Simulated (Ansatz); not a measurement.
Nb (Im-3m): electronic heat capacity and spin susceptibility from the density of states

Level of theory: DFT PBE, scalar-relativistic, plane waves, PAW (Ansatz 0.2.0).

Plane waves to 420 eV, a k mesh through Γ of 18×18×18 on the computed 1-atom cell and Gaussian smearing (0.10 eV); no spin polarisation.

Relaxed cell: Im-3m, a = 3.311 Å, b = 3.311 Å, c = 3.311 Å, α = 90.00°, β = 90.00°, γ = 90.00°, 1 atom in the primitive cell.

The density of states at the Fermi level is 1.492 states/eV in the cell of 1 atom (1 formula unit; both spins, tetrahedra on a 27×27×27 mesh).

**Question.** What Sommerfeld coefficient and Pauli susceptibility does this give?

**Answer.** Per formula unit N(E_F) = 1.492 states/eV. γ = (π²/3) k_B² N(E_F) N_A = 2.357 mJ/(mol K²) per state/eV, so γ = 3.5 mJ/(mol K²), a mole of formula units. χ_P = μ_B² N(E_F) N_A = 3.23×10⁻⁵ emu/mol per state/eV gives 4.8×10⁻⁵ emu/mol. This is the bare band result: a measured γ of the same phase is as a rule larger by a factor 1 + λ from phonons and spin fluctuations, the spin part of χ is larger by the Stoner factor, and a measured χ also holds orbital and core terms. N(E_F) at one energy is sensitive to the mesh where the density of states has sharp peaks.